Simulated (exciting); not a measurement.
# CoO (I4/mmm) in exciting: single point with AM05

Aim: the single point of CoO with AM05.

Everything below comes from runs of exciting (release sodium). Logs are shortened: lines on timing, memory, paths and dates and some standing lists are left out, and cuts for length are marked.

**1. The undisturbed crystal**

Symmetry: I4/mmm, No. 139, tetragonal system. Conventional cell: a = 3.016 Å, b = 3.016 Å, c = 4.214 Å, α = 90.00°, β = 90.00°, γ = 90.00°. Around Co (site symmetry 4/mmm) lie 6 O at 2.11 to 2.13 Å. O (site symmetry 4/mmm) has 6 Co at 2.11 to 2.13 Å as nearest neighbours.

**2. Single point, AM05, collinear spin, ferromagnetic start (volume scaled by 0.8)**

The input, input.xml:

```xml
<input>
  <title>CoO</title>
  <structure speciespath="./" tshift="false">
    <crystal scale="5.2594707504">
      <basevect>-0.502984760215 0.502984760215 0.702860343144</basevect>
      <basevect>0.502984760215 -0.502984760215 0.702860343144</basevect>
      <basevect>0.502984760215 0.502984760215 -0.702860343144</basevect>
    </crystal>
    <species speciesfile="Co.xml" rmt="2">
      <atom coord="0.000000000000 0.000000000000 0.000000000000" bfcmt="0 0 -8"/>
    </species>
    <species speciesfile="O.xml" rmt="1.45">
      <atom coord="0.500000000000 0.500000000000 0.000000000000" bfcmt="0 0 0"/>
    </species>
  </structure>
  <groundstate do="fromscratch" ngridk="7 7 7" rgkmax="7.5" gmaxvr="14" lmaxapw="10" lmaxmat="10" lmaxvr="8" stype="Fermi Dirac" swidth="0.00183747" nempty="24" ValenceRelativity="iora*" epsengy="1e-05" epspot="1e-05" maxscl="90" tforce="true" outputlevel="normal" niterconvcheck="1" beta0="0.1">
    <libxc exchange="XC_GGA_X_AM05" correlation="XC_GGA_C_AM05"/>
    <spin reducebf="0.5"/>
  </groundstate>
  <properties>
    <chargedensityplot>
      <plot3d>
        <box grid="14 14 14">
          <origin coord="0 0 0"/>
          <point coord="1 0 0"/>
          <point coord="0 1 0"/>
          <point coord="0 0 1"/>
        </box>
      </plot3d>
    </chargedensityplot>
    <elfplot>
      <plot3d>
        <box grid="14 14 14">
          <origin coord="0 0 0"/>
          <point coord="1 0 0"/>
          <point coord="0 1 0"/>
          <point coord="0 0 1"/>
        </box>
      </plot3d>
    </elfplot>
    <exccplot>
      <plot3d>
        <box grid="14 14 14">
          <origin coord="0 0 0"/>
          <point coord="1 0 0"/>
          <point coord="0 1 0"/>
          <point coord="0 0 1"/>
        </box>
      </plot3d>
    </exccplot>
  </properties>
</input>
```

Potentials or basis: all-electron LAPW+lo, shipped species files, valence relativity iora*.

Started as:

```
> OMP_NUM_THREADS=1 exciting_smp
```

INFO.OUT:

```text
================================================================================
EXCITING SODIUM started
[... 10 lines left out ...]

 Lattice vectors (cartesian) :
     -2.6454336342      2.6454336342      3.6966734164
      2.6454336342     -2.6454336342      3.6966734164
      2.6454336342      2.6454336342     -3.6966734164

 Reciprocal lattice vectors (cartesian) :
      0.0000000000      1.1875530019      0.8498431697
      1.1875530019      0.0000000000      0.8498431697
      1.1875530019      1.1875530019     -0.0000000000

 Unit cell volume                           :     103.4820009006
 Brillouin zone volume                      :       2.3970372749

 Species :    1 (Co)
     parameters loaded from                 :    Co.xml
     name                                   :    cobalt
     nuclear charge                         :     -27.00000000
     electronic charge                      :      27.00000000
     atomic mass                            :  107428.65170000
     muffin-tin radius                      :       2.00000000
     # of radial points in muffin-tin       :     350

     atomic positions (lattice) :
       1 :   0.00000000  0.00000000  0.00000000

     magnetic fields (cartesian) :
       1 :   0.00000000  0.00000000 -8.00000000

 Species :    2 (O)
     parameters loaded from                 :    O.xml
     name                                   :    oxygen
     nuclear charge                         :      -8.00000000
     electronic charge                      :       8.00000000
     atomic mass                            :   29165.12203000
     muffin-tin radius                      :       1.45000000
     # of radial points in muffin-tin       :     250

     atomic positions (lattice) :
       1 :   0.50000000  0.50000000  0.00000000

     magnetic fields (cartesian) :
       1 :   0.00000000  0.00000000  0.00000000

[... 34 lines left out ...]

 Maximum Hamiltonian size                   :     275
 Maximum number of plane-waves              :     259
 Total number of local-orbitals             :      16

 Exchange-correlation type                  :     100
     libxc; exchange: Armiento & Mattsson 05; correlation: Armiento & Mattsson 05 (see libxc for references)

 Smearing scheme                            :    Fermi-Dirac
[... 19 lines left out ...]
+ SCF iteration number :    1                                                  +
++++++++++++++++++++++++++++++++++++++++++++++++++++++++++++++++++++++++++++++++
 Total energy                               :     -1467.20764725
 _______________________________________________________________
 Fermi energy                               :         0.41685609
 Kinetic energy                             :      1486.06467330
 Coulomb energy                             :     -2887.45144263
 Exchange energy                            :       -63.14683832
 Correlation energy                         :        -2.67403960
 No external B-field energy in total energy
[... 359 lines left out ...]
 RMS change in effective potential (target) :  0.564911E-01  ( 0.100000E-04)
 Absolute change in total energy   (target) :   2.22403      ( 0.100000E-04)
 Charge distance                   (target) :  0.535200E-02  ( 0.100000E-04)
 Abs. change in max-nonIBS-force   (target) :   0.00000      ( 0.500000E-04)

++++++++++++++++++++++++++++++++++++++++++++++++++++++++++++++++++++++++++++++++
[... 16 further cycles ...]
+ SCF iteration number :   27                                                  +
++++++++++++++++++++++++++++++++++++++++++++++++++++++++++++++++++++++++++++++++
 Total energy                               :     -1466.09499402
 _______________________________________________________________
 Fermi energy                               :         0.43263530
 Kinetic energy                             :      1486.14624466
 Coulomb energy                             :     -2886.55467178
 Exchange energy                            :       -63.01483177
 Correlation energy                         :        -2.67173514
 No external B-field energy in total energy
[... 364 lines left out ...]
 RMS change in effective potential (target) :  0.502424E-06  ( 0.100000E-04)
 Absolute change in total energy   (target) :  0.546680E-05  ( 0.100000E-04)
 Charge distance                   (target) :  0.408256E-07  ( 0.100000E-04)
 Abs. change in max-nonIBS-force   (target) :   0.00000      ( 0.500000E-04)

++++++++++++++++++++++++++++++++++++++++++++++++++++++++++++++++++++++++++++++++
| Convergency criteria checked for the last iteration                          +
| Convergence targets achieved. Performing final SCF iteration                 +
++++++++++++++++++++++++++++++++++++++++++++++++++++++++++++++++++++++++++++++++
 Total energy                               :     -1466.09187699
 _______________________________________________________________
 Fermi energy                               :         0.43263964
 Kinetic energy                             :      1486.14689078
 Coulomb energy                             :     -2886.55232069
 Exchange energy                            :       -63.01471633
 Correlation energy                         :        -2.67173074
 No external B-field energy in total energy
[... 14 lines left out ...]
 Moments :
     interstitial                           :        -0.02910998
     moment in muffin-tin spheres :
                  atom     1    Co          :        -1.31507675
                  atom     2     O          :        -0.08719318
     total moment in muffin-tins            :        -1.40226993
     total moment                           :        -1.43137991

++++++++++++++++++++++++++++++++++++++++++++++++++++++++++++++++++++++++++++++++
+ Self-consistent loop stopped                                                 +
++++++++++++++++++++++++++++++++++++++++++++++++++++++++++++++++++++++++++++++++
 STATE.OUT is written

--------------------------------------------------------------------------------
- Writing atomic positions and forces                                          -
--------------------------------------------------------------------------------

 Atomic positions (lattice) :
 atom     1  Co  :     0.00000000    0.00000000    0.00000000
 atom     2   O  :     0.50000000    0.50000000    0.00000000

 Total atomic forces including IBS (cartesian) :
 atom     1  Co  :     0.00000000    0.00000000    0.00000000
 atom     2   O  :     0.00000000    0.00000000   -0.00000000

 Atomic force components including IBS (cartesian) :
 atom     1  Co  :     0.00000000    0.00000000   -0.00000000   HF force
                 :     0.00000000    0.00000000   -0.00000000   core correction
                 :     0.00000000    0.00000000   -0.00000000   IBS correction
 atom     2   O  :     0.00000000   -0.00000000    0.00000000   HF force
                 :     0.00000000   -0.00000000    0.00000000   core correction
                 :     0.00000000    0.00000000    0.00000000   IBS correction

********************************************************************************
[... 7 lines left out ...]
| EXCITING SODIUM stopped                                                      =
================================================================================
```

stdout:

```text
Info(rhoplot):
 3D spin-dependent density plot written to RHO3D.xml

Info(potplot):
 3D Coulomb potential plot written to VCL3D.xml
 3D exchange-correlation potential plot written to VXC3D.xml

Info(elfplot): 3D ELF plot written to ELF3D.xml
```

WARNINGS.OUT:

```text
Inversion symmetry is present. Consider using input%groundstate%solver%type = "inversionsymmetry"
```

Run time: 3.1 min. Hardware: 1 thread of Intel Xeon Platinum 8375C at 2.90GHz (Ice Lake), shared host; peak memory 0.15 GiB.

Results:

```yaml
Free_energy: -39894.4231 eV
Band_gap_on_the_k_mesh: none (metal or under the smearing width)
Net_moment: -1.43 μB per cell
Site_moments: Co -1.32; O -0.09 μB
All_electrons_inside_the_program's_atomic_spheres: Co 25.34; O 6.70 (radii Co 2.0, O 1.45 bohr)
```

Caveat: the k mesh is coarse (spacing up to 0.45 Å⁻¹), so the values aren't converged; the log's total energy holds no entropy term; the free energy is that total less TS from the occupations; a cell with one magnetic atom can't hold antiferromagnetic order, which such compounds often take; semilocal functionals often make such compounds metallic where correlation or magnetic order opens a gap, which also shifts bond lengths.
